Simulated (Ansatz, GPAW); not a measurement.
## Ballistic transport through CN in line between two Al chains, from relaxation to T(E)

Wanted: T(E) of CN in line between two Al chains at a relaxed geometry in two programs, beside the unrelaxed structure.

Main program and level: GPAW 26.7.0 and Ansatz 0.2.0; Ansatz plane waves; relaxation of the junction with the lead ends held; PAW set soft_1, in the first sound run; inputs show where later runs differ.

### 1. Set-up

The cell holds 16 atoms: 14 Al, 1 C and 1 N. Cell: a = 9.000 Å, b = 9.000 Å, c = 35.867 Å, α = 90.0°, β = 90.0°, γ = 90.0°. Regions: left lead, 7 atoms (7 Al); channel, 2 atoms (1 C and 1 N); right lead, 7 atoms (7 Al). Vacuum lies along a and b. The structure is stacked along c, and the current runs across the ab planes.

### 2. Relaxation

Transmission follows bond lengths closely, so the atoms between the held lead ends are relaxed first, from a slightly shaken start that lets symmetry break.

The input, input.yaml:

```yaml
crystal:
  lattice:
    - [9.0, 0.0, 0.0]
    - [0.0, 9.0, 0.0]
    - [0.0, 0.0, 35.8667]
  atoms:
    - { symbol: Al, position: [0.5, 0.5, 0.033457218] }
    - { symbol: Al, position: [0.5, 0.5, 0.1003716539] }
    - { symbol: Al, position: [0.5, 0.5, 0.1672860899] }
    - { symbol: Al, position: [0.5, 0.5, 0.2342005258] }
    - { symbol: Al, position: [0.5, 0.5, 0.3011149618] }
    - { symbol: Al, position: [0.4980175877, 0.5021026116, 0.3688987452] }
    - { symbol: Al, position: [0.5034364058, 0.506059487, 0.4346216496] }
    - { symbol: C, position: [0.501813924, 0.4987792611, 0.4826943807] }
    - { symbol: "N", position: [0.4976538029, 0.5004538745, 0.5160202851] }
    - { symbol: Al, position: [0.4993617633, 0.5037341669, 0.5655333095] }
    - { symbol: Al, position: [0.5019078122, 0.5011504081, 0.6318239962] }
    - { symbol: Al, position: [0.5, 0.5, 0.6988850382] }
    - { symbol: Al, position: [0.5, 0.5, 0.7657994742] }
    - { symbol: Al, position: [0.5, 0.5, 0.8327139101] }
    - { symbol: Al, position: [0.5, 0.5, 0.8996283461] }
    - { symbol: Al, position: [0.5, 0.5, 0.966542782] }
kpoints:
  mp_grid: { grid: [1, 1, 2] }
hamiltonian:
  xc: pbe
  pseudopotentials: { kind: paw, azcp: { folder: soft_1 } }
scf:
  occupations: { method: fermi_dirac, width: 0.1 }
relax:
  f_tol: 0.03
  max_steps: 80
  constraints: [{ sites: [0, 1, 2, 3, 4, 11, 12, 13, 14, 15] }]
```

Run with:

```console
$ ansatz run input.yaml --threads 4 --pin off --max-ram 8192MiB --backend cpu --events-out ev --progress --plain --runs-dir out
```

Numbers of over 12 decimals in the logs are rounded to 6 here.

The log of the run:

```text
Engine: ansatz 0.2.0, aarch64-unknown-linux-gnu
Pseudopotentials: kind: paw
Pseudopotential: Al, paw, valence charge 3, recommended cutoff 420 eV (normal), soft_1/Al.paw.azcp
Pseudopotential: C, paw, valence charge 4, recommended cutoff 420 eV (normal), soft_1/C.paw.azcp
Pseudopotential: N, paw, valence charge 5, recommended cutoff 420 eV (normal), soft_1/N.paw.azcp
Functional definition: PBE
  parameter kappa = 0.804
  parameter beta = 0.066725
  exchange = pbe_x(kappa = kappa, mu = beta*pi^2/3)
  correlation = pbe_c(beta = beta)
Crystal: 16 atoms, lattice volume = 2905.203 Å³
Basis set: ecut = 420 eV, 56771 PW (Γ), exchange–correlation on 128×128×480 points (8 copies of the dense FFT grid, shifted against one another)
Bands: 42, of which v1, the nominal top of the filled ones, is band 26 counted from 1 (25 counted from 0)
Symmetry: 1 space group operations
Space group: P1 (ITA 1), of the structure as read, at distance tolerance 1.4e-4 Å
k-points: 2
Non-local potential: Al, projectors of the file, l = 0: 2, l = 1: 2, l = 2: 1
Non-local potential: C, projectors of the file, l = 0: 2, l = 1: 2, l = 2: 1
Non-local potential: N, projectors of the file, l = 0: 2, l = 1: 2, l = 2: 1
PAW form: soft (Blöchl's): semilocal exchange-correlation on the pseudo side does not see the compensation charge
PAW one-centre angular grid: Al, 110 points (default); XC on 64 Gauss nodes
PAW one-centre angular grid: C, 110 points (default); XC on 64 Gauss nodes
PAW one-centre angular grid: N, 110 points (default); XC on 64 Gauss nodes
Initial density: superposition of atomic densities (neutral atoms: chi_scale 0, normalization atom)
Initial wavefunctions: pseudopotential atomic-orbital guess
Functional: x = pbe(κ = 0.804, μ = 0.219515), c = pbe(β = 0.066725)
SCF iter   1: F=—  HF=-8140.323570 eV  |F-HF|=—  |Δ(HF+E_count)|=         —  Δρ=2.80e-2  dr2=5.49e1  ethr=3.10e-3  ⟨swp⟩=9.0  Hψ=481  notcnv=0
preconditioner: auto → LDOS  [metal: Δε(μ)=0.164 eV  Ē_g=4.324 eV  σ=0.100 eV  W_gap=0.38  n_scr=110 (ndim 8)  ℏωp=4.4 eV  f_vac=0.561  D(μ)=20.53/eV (n_scr^D=84)  β→1.0]
SCF iter   2: F=—  HF=-8143.667634 eV  |F-HF|=—  |Δ(HF+E_count)|=    3.34e0  Δρ=3.20e-2  dr2=1.10e2  ethr=3.10e-3  ⟨swp⟩=11.0  Hψ=357  notcnv=0  defer=1
SCF iter   3: F=—  HF=-8132.932335 eV  |F-HF|=—  |Δ(HF+E_count)|=    1.07e1  Δρ=7.59e-3  dr2=7.39e0  ethr=3.10e-3  ⟨swp⟩=7.0  Hψ=334  notcnv=0
SCF iter   4: F=—  HF=-8132.479854 eV  |F-HF|=—  |Δ(HF+E_count)|=   4.52e-1  Δρ=4.35e-3  dr2=2.40e0  ethr=3.10e-3  ⟨swp⟩=4.0  Hψ=199  notcnv=0
SCF iter   5: F=—  HF=-8132.276633 eV  |F-HF|=—  |Δ(HF+E_count)|=   2.03e-1  Δρ=1.55e-3  dr2=5.34e-1  ethr=3.10e-3  ⟨swp⟩=2.0  Hψ=179  notcnv=0
SCF iter   6: F=—  HF=-8132.246275 eV  |F-HF|=—  |Δ(HF+E_count)|=   3.04e-2  Δρ=5.71e-4  dr2=3.34e-2  ethr=1.05e-3  ⟨swp⟩=1.5  Hψ=85  notcnv=0
SCF iter   7: F=—  HF=-8132.245548 eV  |F-HF|=—  |Δ(HF+E_count)|=   7.27e-4  Δρ=1.69e-4  dr2=3.77e-3  ethr=6.55e-5  ⟨swp⟩=2.0  Hψ=102  notcnv=0
SCF iter   8: F=—  HF=-8132.245160 eV  |F-HF|=—  |Δ(HF+E_count)|=   3.88e-4  Δρ=5.87e-5  dr2=6.37e-4  ethr=7.39e-6  ⟨swp⟩=3.0  Hψ=158  notcnv=0
SCF iter   9: F=—  HF=-8132.245157 eV  |F-HF|=—  |Δ(HF+E_count)|=   3.48e-6  Δρ=3.15e-5  dr2=2.58e-4  ethr=1.25e-6  ⟨swp⟩=1.0  Hψ=84  notcnv=0
SCF iter  10: F=-8132.245154 eV  HF=-8132.245159 eV  |F-HF|=4.84e-6  |Δ(HF+E_count)|=   2.69e-6  Δρ=7.90e-6  dr2=6.90e-6  ethr=4.41e-8  ⟨swp⟩=4.0  Hψ=306  notcnv=0
SCF 1 converged in 10 iterations: F = -8132.245154 eV  dr2 = 6.90e-6
  greatest PAW one-centre occupation: 0.821 electrons in one spin orbital (limit 2), on the N atom at site 8 (counted from 0), in its partial waves of l = 0
relax step   1: F+E_penalty+E_count = -8132.24515441 eV  Δ(F+E_penalty+E_count) = +0.000e0 eV  max|allowed force component| = 3.341e0 eV/Å  Δτ_max = 0.0000 Å  (10 SCF iters, dr2 threshold 2.25e-5 eV, accepted)
Initial density: handed on by an earlier stage of this run
Initial wavefunctions: those handed on with the density
iter 1 solved again at ethr=1.11e-3 eV; its pass at ethr=3.10e-3 eV (dr2=5.66e-1 eV) is discarded
SCF iter   1: F=—  HF=-8132.460218 eV  |F-HF|=—  |Δ(HF+E_count)|=         —  Δρ=2.19e-3  dr2=5.48e-1  ethr=1.11e-3  ⟨swp⟩=1.0  Hψ=324  notcnv=0
preconditioner: auto → LDOS  [metal: Δε(μ)=0.158 eV  Ē_g=4.564 eV  σ=0.100 eV  W_gap=0.34  n_scr=110 (ndim 8)  ℏωp=4.7 eV  f_vac=0.608  D(μ)=19.47/eV (n_scr^D=68)  β→1.0]
SCF iter   2: F=—  HF=-8132.416248 eV  |F-HF|=—  |Δ(HF+E_count)|=   4.40e-2  Δρ=6.97e-4  dr2=6.19e-2  ethr=1.07e-3  ⟨swp⟩=2.0  Hψ=125  notcnv=0
SCF iter   3: F=—  HF=-8132.416772 eV  |F-HF|=—  |Δ(HF+E_count)|=   5.24e-4  Δρ=2.11e-4  dr2=3.58e-3  ethr=1.21e-4  ⟨swp⟩=1.5  Hψ=101  notcnv=0
SCF iter   4: F=—  HF=-8132.416694 eV  |F-HF|=—  |Δ(HF+E_count)|=   7.77e-5  Δρ=6.28e-5  dr2=2.04e-4  ethr=7.01e-6  ⟨swp⟩=2.0  Hψ=108  notcnv=0
SCF iter   5: F=-8132.416748 eV  HF=-8132.416767 eV  |F-HF|=1.90e-5  |Δ(HF+E_count)|=   7.28e-5  Δρ=2.43e-5  dr2=3.40e-5  ethr=1.96e-7  ⟨swp⟩=3.5  Hψ=319  notcnv=0
SCF 2 converged in 5 iterations: F = -8132.416748 eV  dr2 = 3.40e-5
  greatest PAW one-centre occupation: 0.819 electrons in one spin orbital (limit 2), on the N atom at site 8 (counted from 0), in its partial waves of l = 0
relax step   2: F+E_penalty+E_count = -8132.41674815 eV  Δ(F+E_penalty+E_count) = -1.716e-1 eV  max|allowed force component| = 1.601e0 eV/Å  Δτ_max = 0.0453 Å  (5 SCF iters, dr2 threshold 1.00e-4 eV, accepted)
iter 1 solved again at ethr=8.06e-4 eV; its pass at ethr=3.10e-3 eV (dr2=4.11e-1 eV) is discarded
SCF iter   1: F=—  HF=-8132.503538 eV  |F-HF|=—  |Δ(HF+E_count)|=         —  Δρ=1.79e-3  dr2=3.98e-1  ethr=8.06e-4  ⟨swp⟩=1.0  Hψ=310  notcnv=0
preconditioner: auto → LDOS  [metal: Δε(μ)=0.154 eV  Ē_g=4.571 eV  σ=0.100 eV  W_gap=0.33  n_scr=110 (ndim 8)  ℏωp=4.7 eV  f_vac=0.608  D(μ)=19.44/eV (n_scr^D=68)  β→1.0]
SCF iter   2: F=—  HF=-8132.473593 eV  |F-HF|=—  |Δ(HF+E_count)|=   2.99e-2  Δρ=6.31e-4  dr2=4.59e-2  ethr=7.81e-4  ⟨swp⟩=2.0  Hψ=125  notcnv=0
SCF iter   3: F=—  HF=-8132.473400 eV  |F-HF|=—  |Δ(HF+E_count)|=   1.93e-4  Δρ=1.81e-4  dr2=2.81e-3  ethr=8.99e-5  ⟨swp⟩=2.0  Hψ=111  notcnv=0
SCF iter   4: F=—  HF=-8132.473331 eV  |F-HF|=—  |Δ(HF+E_count)|=   6.81e-5  Δρ=4.68e-5  dr2=1.18e-4  ethr=5.50e-6  ⟨swp⟩=2.0  Hψ=96  notcnv=0
SCF iter   5: F=-8132.473359 eV  HF=-8132.473372 eV  |F-HF|=1.26e-5  |Δ(HF+E_count)|=   4.06e-5  Δρ=2.10e-5  dr2=2.31e-5  ethr=1.96e-7  ⟨swp⟩=3.0  Hψ=321  notcnv=0
SCF 3 converged in 5 iterations: F = -8132.473359 eV  dr2 = 2.31e-5
  greatest PAW one-centre occupation: 0.820 electrons in one spin orbital (limit 2), on the N atom at site 8 (counted from 0), in its partial waves of l = 0
relax step   3: F+E_penalty+E_count = -8132.47335945 eV  Δ(F+E_penalty+E_count) = -5.661e-2 eV  max|allowed force component| = 4.471e-1 eV/Å  Δτ_max = 0.0442 Å  (5 SCF iters, dr2 threshold 1.00e-4 eV, accepted)
[... from here on, the SCF cycles and remarks between the steps are left out ...]
relax step   4: F+E_penalty+E_count = -8132.52709434 eV  Δ(F+E_penalty+E_count) = -5.373e-2 eV  max|allowed force component| = 2.789e-1 eV/Å  Δτ_max = 0.2000 Å  (5 SCF iters, dr2 threshold 1.56e-5 eV, accepted)
relax step   5: F+E_penalty+E_count = -8132.65091191 eV  Δ(F+E_penalty+E_count) = -1.238e-1 eV  max|allowed force component| = 5.333e-1 eV/Å  Δτ_max = 0.2000 Å  (6 SCF iters, dr2 threshold 6.07e-6 eV, accepted)
relax step   6: F+E_penalty+E_count = -8132.83017250 eV  Δ(F+E_penalty+E_count) = -1.793e-1 eV  max|allowed force component| = 9.334e-1 eV/Å  Δτ_max = 0.1935 Å  (5 SCF iters, dr2 threshold 1.00e-4 eV, accepted)
relax step   7: F+E_penalty+E_count = -8133.03140624 eV  Δ(F+E_penalty+E_count) = -2.012e-1 eV  max|allowed force component| = 1.218e0 eV/Å  Δτ_max = 0.1923 Å  (5 SCF iters, dr2 threshold 1.00e-4 eV, accepted)
relax step   8: F+E_penalty+E_count = -8133.24484995 eV  Δ(F+E_penalty+E_count) = -2.134e-1 eV  max|allowed force component| = 8.304e-1 eV/Å  Δτ_max = 0.1953 Å  (5 SCF iters, dr2 threshold 1.00e-4 eV, accepted)
relax step   9: F+E_penalty+E_count = -8133.30795362 eV  Δ(F+E_penalty+E_count) = -6.310e-2 eV  max|allowed force component| = 3.145e-1 eV/Å  Δτ_max = 0.2000 Å  (5 SCF iters, dr2 threshold 1.00e-4 eV, accepted)
relax step  10: F+E_penalty+E_count = -8133.31465096 eV  Δ(F+E_penalty+E_count) = -6.697e-3 eV  max|allowed force component| = 5.585e-1 eV/Å  Δτ_max = 0.1195 Å  (6 SCF iters, dr2 threshold 1.42e-5 eV, accepted)
relax step  11: F+E_penalty+E_count = -8133.32322820 eV  Δ(F+E_penalty+E_count) = -8.577e-3 eV  max|allowed force component| = 3.641e-1 eV/Å  Δτ_max = 0.1335 Å  (5 SCF iters, dr2 threshold 4.47e-5 eV, accepted)
relax step  12: F+E_penalty+E_count = -8133.32708665 eV  Δ(F+E_penalty+E_count) = -3.858e-3 eV  max|allowed force component| = 3.070e-1 eV/Å  Δτ_max = 0.1661 Å  (6 SCF iters, dr2 threshold 5.63e-5 eV, accepted)
relax step  13: F+E_penalty+E_count = -8133.33231199 eV  Δ(F+E_penalty+E_count) = -5.225e-3 eV  max|allowed force component| = 1.213e-2 eV/Å  Δτ_max = 0.0908 Å  (4 SCF iters, dr2 threshold 4.00e-5 eV, accepted)
relax step  14: F+E_penalty+E_count = -8133.33232073 eV  Δ(F+E_penalty+E_count) = -8.746e-6 eV  max|allowed force component| = 1.235e-2 eV/Å  Δτ_max = 0.0000 Å  (5 SCF iters, accepted)
relax step  15: F+E_penalty+E_count = -8133.33331684 eV  Δ(F+E_penalty+E_count) = -9.961e-4 eV  max|allowed force component| = 4.809e-2 eV/Å  Δτ_max = 0.1198 Å  (7 SCF iters, accepted)
relax step  16: F+E_penalty+E_count = -8133.33381402 eV  Δ(F+E_penalty+E_count) = -4.972e-4 eV  max|allowed force component| = 1.863e-2 eV/Å  Δτ_max = 0.0216 Å  (5 SCF iters, dr2 threshold 2.31e-6 eV, accepted)
iter 1 solved again at ethr=8.94e-10 eV; its pass at ethr=3.10e-3 eV (dr2=4.56e-7 eV) is discarded
SCF iter   1: F=—  HF=-8133.334185 eV  |F-HF|=—  |Δ(HF+E_count)|=         —  Δρ=3.07e-6  dr2=4.58e-7  ethr=8.94e-10  ⟨swp⟩=2.5  Hψ=226  notcnv=0
preconditioner: auto → LDOS  [metal: Δε(μ)=0.096 eV  Ē_g=4.398 eV  σ=0.100 eV  W_gap=0.23  n_scr=110 (ndim 8)  ℏωp=4.7 eV  f_vac=0.600  D(μ)=20.60/eV (n_scr^D=84)  β→1.0]
SCF iter   2: F=—  HF=-8133.333814 eV  |F-HF|=—  |Δ(HF+E_count)|=   3.71e-4  Δρ=2.01e-6  dr2=3.79e-7  ethr=8.94e-10  ⟨swp⟩=2.0  Hψ=138  notcnv=0
SCF iter   3: F=-8133.333814 eV  HF=-8133.333814 eV  |F-HF|=1.52e-8  |Δ(HF+E_count)|=   1.49e-9  Δρ=7.76e-7  dr2=4.73e-8  ethr=1.96e-10  ⟨swp⟩=3.0  Hψ=287  notcnv=0
SCF 17 converged in 3 iterations: F = -8133.333814 eV  dr2 = 4.73e-8
relax step  17: F+E_penalty+E_count = -8133.33381420 eV  Δ(F+E_penalty+E_count) = -1.751e-7 eV  max|allowed force component| = 1.857e-2 eV/Å  Δτ_max = 0.0000 Å  (3 SCF iters, accepted)
SCF converged after 3 iterations
Free energy (F): -8133.333814 eV
Harris-Foulkes:  -8133.333814 eV  (|F-HF|=1.52e-8)
Internal energy: -8132.660184 eV  (E = F + TS)
E sigma→0 (E₀):  -8132.996999 eV
Entropy (-TS):   -0.673630 eV (-42.102 meV/atom)
Fermi energy:    -2.986897 eV
--- Per-component energies (eV) ---
  E_band       = -364.666555
  E_kinetic    = 470.586043
  E_local      = -2622.450759  (includes V_loc(G=0)·N_el)
  E_nonlocal   = 212.719032
  E_hartree    = 1065.501120
  E_xc         = -588.040850
  E_vxc        = -478.252079  (∫ρ·V_xc dr)
  E_paw        = -6800.706962  (= ΣΔE_a)
  E_vpaw       = -78.271024  (= ΣTr[D̂ρ^β])
  E_aug_tail   = 0.000899  (compensation charges beyond the density's cutoff)
  E_ewald      = 129.731293
  E_smearing   = -0.673630  (= −TS)
  E_closure    = 0.000000  (closes the sum)
  Σ components = -8133.333814   (vs F -8133.333814, Δ=0.00e0)
--- Forces (eV/Å), atoms counted from 1 ---
  atom   1  Al    -0.00912857     0.00412710    -0.02049789
  atom   2  Al    -0.01204263    -0.01527299    -0.03268190
  atom   3  Al     0.05916619     0.04607927     0.00274502
  atom   4  Al    -0.11337873    -0.08208599    -0.22668517
  atom   5  Al     0.07903182     0.04252202     0.91167672
  atom   6  Al     0.00917216     0.00643628     0.01256707
  atom   7  Al    -0.01045996    -0.00492316    -0.01393377
  atom   8  C     -0.00722005    -0.00291153    -0.00115332
  atom   9  N      0.01296069     0.01176443     0.01857484
  atom  10  Al     0.00071958    -0.01386895    -0.00459956
  atom  11  Al    -0.00188074     0.00956134    -0.01524594
  atom  12  Al    -0.04996033     0.07218758    -0.96884694
  atom  13  Al     0.05848651    -0.12021165     0.25492622
  atom  14  Al    -0.02861384     0.06491317     0.01312249
  atom  15  Al     0.00284458    -0.01865272     0.04349112
  atom  16  Al     0.01026606     0.00035289     0.02660385
  max |Σ_I F_I| component: 6.29e-5 eV/Å
--- Relaxed structure (17 steps of the walk, 17 accepted, 0 SCFs on fresh bases) ---
  F+E_penalty+E_count = -8133.33381420 eV   max|allowed force component| = 1.857e-2 eV/Å
  atoms:
    - { symbol: Al, position: [0.5, 0.5, 0.033457] }
    - { symbol: Al, position: [0.5, 0.5, 0.100372] }
    - { symbol: Al, position: [0.5, 0.5, 0.167286] }
    - { symbol: Al, position: [0.5, 0.5, 0.234201] }
    - { symbol: Al, position: [0.5, 0.5, 0.301115] }
    - { symbol: Al, position: [0.439782, 0.448254, 0.370860] }
    - { symbol: Al, position: [0.571992, 0.534740, 0.431776] }
    - { symbol: C, position: [0.499808, 0.491161, 0.484416] }
    - { symbol: N, position: [0.494487, 0.490426, 0.517653] }
    - { symbol: Al, position: [0.457303, 0.550354, 0.568200] }
    - { symbol: Al, position: [0.539153, 0.405921, 0.630403] }
    - { symbol: Al, position: [0.5, 0.5, 0.6988850382] }
    - { symbol: Al, position: [0.5, 0.5, 0.765799] }
    - { symbol: Al, position: [0.5, 0.5, 0.832714] }
    - { symbol: Al, position: [0.5, 0.5, 0.899628] }
    - { symbol: Al, position: [0.5, 0.5, 0.966542782] }
```

Run time: 66 s. Hardware: 4 threads of Arm Neoverse V1, shared host; peak memory 2.2 GiB.

This run has no spin polarisation although its electron count is odd.

The steps of the relaxation:

```
step  energy less that of the first step (eV)  largest force component (eV/Å)
   1                                   0.0000                          3.3415
   2                                  -0.1716                          1.6008
   3                                  -0.2282                          0.4471
   4                                  -0.2819                          0.2789
   5                                  -0.4058                          0.5333
   6                                  -0.5850                          0.9334
   7                                  -0.7863                          1.2184
   8                                  -0.9997                          0.8304
   9                                  -1.0628                          0.3145
  10                                  -1.0695                          0.5585
  11                                  -1.0781                          0.3641
  12                                  -1.0819                          0.3070
  13                                  -1.0872                          0.0121
  14                                  -1.0872                          0.0123
  15                                  -1.0882                          0.0481
  16                                  -1.0887                          0.0186
  17                                  -1.0887                          0.0186
```

The atoms that moved most (Å):

```
atom      dx      dy      dz  length
Al11   0.335  -0.857  -0.051   0.922
 Al6  -0.524  -0.485   0.070   0.717
 Al7   0.617   0.258  -0.102   0.677
Al10  -0.379   0.420   0.096   0.573
  N9  -0.029  -0.090   0.059   0.111
  C8  -0.018  -0.069   0.062   0.094
```

Final coordinates:

```cif
data_structure
_symmetry_space_group_name_H-M 'P 1'
_symmetry_Int_Tables_number 1
_cell_length_a 9.0000
_cell_length_b 9.0000
_cell_length_c 35.8667
_cell_angle_alpha 90.000
_cell_angle_beta 90.000
_cell_angle_gamma 90.000
_cell_volume 2905.20
loop_
_atom_site_label
_atom_site_type_symbol
_atom_site_fract_x
_atom_site_fract_y
_atom_site_fract_z
_atom_site_occupancy
Al1 Al 0.50000 0.50000 0.03346 1
Al2 Al 0.50000 0.50000 0.10037 1
Al3 Al 0.50000 0.50000 0.16729 1
Al4 Al 0.50000 0.50000 0.23420 1
Al5 Al 0.50000 0.50000 0.30111 1
Al6 Al 0.43978 0.44825 0.37086 1
Al7 Al 0.57199 0.53474 0.43178 1
C8 C 0.49981 0.49116 0.48442 1
N9 N 0.49449 0.49043 0.51765 1
Al10 Al 0.45730 0.55035 0.56820 1
Al11 Al 0.53915 0.40592 0.63040 1
Al12 Al 0.50000 0.50000 0.69889 1
Al13 Al 0.50000 0.50000 0.76580 1
Al14 Al 0.50000 0.50000 0.83271 1
Al15 Al 0.50000 0.50000 0.89963 1
Al16 Al 0.50000 0.50000 0.96654 1
```

This step gave:

- free energy: -8133.3338 eV
- smearing term TS: 0.6736 eV
- symmetry operations: 1

The relaxation lowered the energy of the cell by 1.09 eV.

(Continued in part 2 of 4.)

[Logs are printed without paths, hosts, clocks, repeated set-up lines and the standing remarks that a program may print on its own settings, such as how far it seeks lower states.]

[Hosts, paths, dates, database ids (printed as entryN), source tags and the programs' standing remarks are cut or masked in the printed files.]
